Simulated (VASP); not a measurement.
A run of VASP 6.6.1 is set up as follows.

Contents of POSCAR:

```
ZnSe
1.0
    0.0000000000      2.8338000000      2.8338000000
    2.8338000000      0.0000000000      2.8338000000
    2.8338000000      2.8338000000      0.0000000000
Se Zn
1 1
Direct
    0.7500000000      0.7500000000      0.7500000000
    0.0000000000      0.0000000000      0.0000000000
```

INCAR.step1

```
ALGO = Normal ; EDIFF = 1E-8
ENCUT = 450 ; GGA = PE
ISMEAR = 0 ; LASPH = T
LCHARG = F ; LREAL = F
LWAVE = T ; NELM = 100
PREC = Accurate ; SIGMA = 0.01
```

INCAR.step2

```
ALGO = Exact ; EDIFF = 1E-8
ENCUT = 450 ; GGA = PE
ISMEAR = 0 ; ISTART = 1
LASPH = T ; LCHARG = F
LOPTICS = T ; LREAL = F
LWAVE = T ; NBANDS = 218
NELM = 1 ; PREC = Accurate
SIGMA = 0.01
```

Contents of INCAR.step3:

```
ALGO = EVGW0 ; EDIFF = 1E-8
ENCUT = 450 ; ENCUTGW = 160
GGA = PE ; ISMEAR = 0
ISTART = 1 ; LASPH = T
LCHARG = F ; LREAL = F
LWAVE = F ; NBANDS = 218
NBANDSGW = 17 ; NELMGW = 1
NOMEGA = 50 ; PREC = Accurate
PRECFOCK = Fast ; SIGMA = 0.01
```

File KPOINTS:

```
k-points
0
Gamma
  4 4 4
```

Potentials or basis: VASP PAW PBE potentials, release 64 (Se_GW, Zn_GW).

The run is started by

```bash
$ cat potpaw_PBE.64/Se_GW/POTCAR potpaw_PBE.64/Zn_GW/POTCAR > POTCAR
$ cp INCAR.step1 INCAR
$ mpirun -np 1 vasp_std > vasp.out
$ cp INCAR.step2 INCAR
$ mpirun -np 1 vasp_std > vasp.out
$ cp INCAR.step3 INCAR
$ mpirun -np 1 vasp_std > vasp.out
```

**Question.** Estimate the quasiparticle gap.

**Answer.** 2.39 eV.

**Question.** Estimate the least direct quasiparticle gap.

**Answer.** 2.39 eV.

**Question.** Predict the band gap on the k mesh, mean-field level.

**Answer.** 1.27 eV, direct.

Caveat: the k mesh is coarse (spacing up to 0.48 Å⁻¹), so the values aren't converged; bands, screening cutoff and mesh are small and nothing is extrapolated, so the quasiparticle values aren't converged.
